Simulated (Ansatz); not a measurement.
# Band table of Re (diamond type)

```xyz
2
Lattice="0.0000 2.4480 2.4480 2.4480 0.0000 2.4480 2.4480 2.4480 0.0000" Properties=species:S:1:pos:R:3 pbc="T T T"
Re   -0.6120   -0.6120   -0.6120
Re    0.6120    0.6120    0.6120
```

The cell comes from a relaxation on PAW files under the same functional, begun from a prototype that needn't be the stable phase.

All numbers are PBE results (scalar-relativistic) from Ansatz 0.2.0, with a Γ-centred 12×12×12 k mesh, Fermi–Dirac smearing of 0.1 eV, no spin polarisation. Methods: LAPW: all electrons, basis error target 1 meV/atom.

This run: volume at 0.65 of the series' base cell.

Spin–orbit coupling is left out, which matters for the heavy atoms. The structure type is held throughout; the real material can change phase at far lower pressure.

Path points, in fractions of the reciprocal vectors: Γ (0.000, 0.000, 0.000), X (0.500, 0.000, 0.500), U (0.625, 0.250, 0.625), K (0.375, 0.375, 0.750), L (0.500, 0.500, 0.500), W (0.500, 0.250, 0.750). The distance column jumps between branches of the path. Levels in eV from the Fermi level; bands 41 to 54, counted from the lowest band of the run. The gap is zero, the pressure 184.9 GPa.

```
# k(1/Å) point b41 b42 b43 b44 b45 b46 b47 b48 b49 b50 b51 b52 b53 b54
0.000 Γ -9.11 -5.72 -5.72 -3.33 -3.33 -3.33 1.06 1.06 1.06 6.97 6.97 12.04 13.78 13.78
0.160 - -8.96 -5.93 -5.64 -3.33 -3.33 -3.08 0.64 1.06 1.06 6.75 7.11 11.64 13.91 13.91
0.321 - -8.50 -6.37 -5.40 -3.35 -3.35 -2.51 -0.39 1.12 1.12 6.11 7.34 11.12 14.21 14.21
0.481 - -7.76 -6.83 -5.01 -3.43 -3.43 -1.83 -1.65 1.33 1.33 5.17 7.45 10.79 14.19 14.19
0.642 - -7.21 -6.79 -4.46 -3.58 -3.58 -2.90 -1.14 1.78 1.78 4.03 7.39 10.51 12.98 12.98
0.802 - -7.44 -5.79 -3.87 -3.79 -3.79 -3.76 -0.54 2.49 2.49 2.79 7.19 9.83 11.21 11.21
0.962 - -7.49 -5.72 -3.99 -3.99 -3.57 -2.92 -0.19 1.53 3.46 3.46 6.92 8.54 9.41 9.41
1.123 - -7.33 -6.38 -4.14 -4.14 -2.31 -1.96 -0.32 0.29 4.64 4.64 6.71 7.35 7.72 7.72
1.283 X -6.95 -6.95 -4.19 -4.19 -1.09 -1.09 -0.88 -0.88 5.70 5.70 6.48 6.48 6.76 6.76
1.340 - -6.97 -6.94 -4.21 -4.15 -1.09 -1.08 -0.89 -0.88 5.70 5.72 6.39 6.53 6.72 6.79
1.397 - -7.03 -6.91 -4.26 -4.03 -1.12 -1.07 -0.89 -0.89 5.68 5.76 6.17 6.62 6.66 6.86
1.453 - -7.11 -6.86 -4.35 -3.86 -1.16 -1.05 -0.90 -0.89 5.66 5.82 5.86 6.47 6.88 6.93
1.510 - -7.20 -6.79 -4.46 -3.65 -1.22 -1.01 -0.91 -0.90 5.48 5.63 5.90 6.27 7.00 7.17
1.567 - -7.28 -6.71 -4.60 -3.43 -1.30 -0.94 -0.92 -0.90 5.05 5.57 6.01 6.08 7.10 7.54
1.624 - -7.35 -6.61 -4.75 -3.23 -1.41 -0.92 -0.90 -0.83 4.59 5.43 5.97 6.13 7.21 7.97
1.680 - -7.40 -6.49 -4.92 -3.08 -1.55 -0.92 -0.90 -0.66 4.10 5.16 5.99 6.26 7.34 8.45
1.737 U -7.42 -6.37 -5.10 -3.00 -1.70 -0.93 -0.89 -0.43 3.60 4.84 6.12 6.40 7.51 8.98
2.523 K -7.42 -6.37 -5.10 -3.00 -1.70 -0.93 -0.89 -0.43 3.60 4.84 6.12 6.40 7.51 8.98
2.693 - -7.33 -5.94 -5.62 -3.16 -2.27 -0.93 -0.82 0.63 2.16 3.79 6.83 6.90 8.21 10.80
2.863 - -6.99 -6.06 -5.56 -3.77 -2.83 -0.99 -0.66 0.88 2.01 2.79 7.19 8.24 9.29 12.85
3.033 - -6.64 -6.35 -5.36 -4.41 -3.15 -1.15 -0.40 -0.01 1.98 3.33 7.40 10.07 10.77 13.82
3.203 - -6.91 -6.46 -5.43 -4.35 -3.19 -1.48 -0.55 -0.07 1.43 4.54 7.46 12.28 12.58 12.63
3.374 - -7.70 -6.38 -5.58 -3.78 -3.17 -1.96 -0.61 0.31 1.16 5.57 7.37 11.74 13.98 14.46
3.544 - -8.44 -6.16 -5.68 -3.42 -3.21 -2.55 -0.07 0.68 1.07 6.35 7.20 11.41 13.98 14.02
3.714 - -8.94 -5.87 -5.72 -3.33 -3.29 -3.09 0.69 0.95 1.06 6.82 7.04 11.65 13.83 13.88
3.884 Γ -9.11 -5.72 -5.72 -3.33 -3.33 -3.33 1.06 1.06 1.06 6.97 6.97 12.04 13.78 13.78
4.023 - -9.00 -5.77 -5.77 -3.36 -3.22 -3.22 0.83 1.01 1.01 6.95 6.95 11.74 13.83 13.83
4.162 - -8.66 -5.88 -5.88 -3.44 -2.97 -2.97 0.22 0.92 0.92 6.86 6.86 11.41 14.00 14.00
4.301 - -8.14 -5.96 -5.96 -3.54 -2.76 -2.76 -0.55 0.90 0.90 6.72 6.72 11.27 14.31 14.31
4.440 - -7.51 -5.95 -5.95 -3.68 -2.78 -2.78 -1.24 1.10 1.10 6.51 6.51 11.25 12.46 14.74
4.579 - -6.86 -5.85 -5.85 -3.92 -3.07 -3.07 -1.55 1.56 1.56 6.21 6.21 10.01 11.42 15.24
4.718 - -6.28 -5.63 -5.63 -4.34 -3.51 -3.51 -1.31 2.16 2.16 5.84 5.84 7.94 11.49 15.64
4.857 - -5.82 -5.35 -5.35 -4.82 -3.98 -3.98 -0.76 2.72 2.72 5.46 5.46 6.34 11.55 15.68
4.995 L -5.52 -5.18 -5.18 -5.14 -4.22 -4.22 -0.45 2.97 2.97 5.27 5.27 5.69 11.58 15.64
5.109 - -5.74 -5.43 -5.19 -4.93 -4.08 -3.91 -0.38 2.81 2.85 5.17 5.35 5.70 11.83 15.11
5.222 - -6.16 -5.75 -5.13 -4.66 -3.78 -3.32 -0.17 2.33 2.56 4.97 5.55 5.74 12.46 13.90
5.336 - -6.56 -6.08 -5.01 -4.28 -3.44 -2.74 0.19 1.64 2.21 4.75 5.78 5.82 12.41 12.77
5.449 - -6.88 -6.39 -4.82 -3.81 -3.12 -2.25 0.53 0.87 2.06 4.60 5.92 5.99 10.85 11.72
5.563 - -7.10 -6.66 -4.57 -3.33 -2.82 -1.88 0.14 0.45 2.53 4.55 6.03 6.15 9.33 10.37
5.676 - -7.22 -6.90 -4.27 -3.12 -2.37 -1.58 -0.44 0.02 3.48 4.68 6.11 6.27 7.95 8.98
5.789 - -7.25 -7.08 -3.92 -3.24 -1.76 -1.33 -0.83 -0.53 4.63 5.05 6.10 6.29 6.85 7.66
5.903 W -7.20 -7.20 -3.55 -3.55 -1.15 -1.15 -1.08 -1.08 5.65 5.65 5.74 5.74 6.74 6.74
5.983 - -7.19 -7.19 -3.58 -3.58 -1.16 -1.16 -1.06 -1.06 5.63 5.63 5.79 5.79 6.73 6.73
6.063 - -7.17 -7.17 -3.65 -3.65 -1.16 -1.16 -1.03 -1.03 5.62 5.62 5.89 5.89 6.72 6.72
6.144 - -7.13 -7.13 -3.76 -3.76 -1.15 -1.15 -0.98 -0.98 5.65 5.65 5.99 5.99 6.71 6.71
6.224 - -7.08 -7.08 -3.88 -3.88 -1.14 -1.14 -0.95 -0.95 5.69 5.69 6.09 6.09 6.72 6.72
6.304 - -7.04 -7.04 -4.00 -4.00 -1.12 -1.12 -0.92 -0.92 5.72 5.72 6.19 6.19 6.75 6.75
6.384 - -6.99 -6.99 -4.10 -4.10 -1.10 -1.10 -0.90 -0.90 5.72 5.72 6.31 6.31 6.77 6.77
6.464 - -6.96 -6.96 -4.17 -4.17 -1.09 -1.09 -0.89 -0.89 5.71 5.71 6.43 6.43 6.77 6.77
6.545 X -6.95 -6.95 -4.19 -4.19 -1.09 -1.09 -0.88 -0.88 5.70 5.70 6.48 6.48 6.76 6.76
```
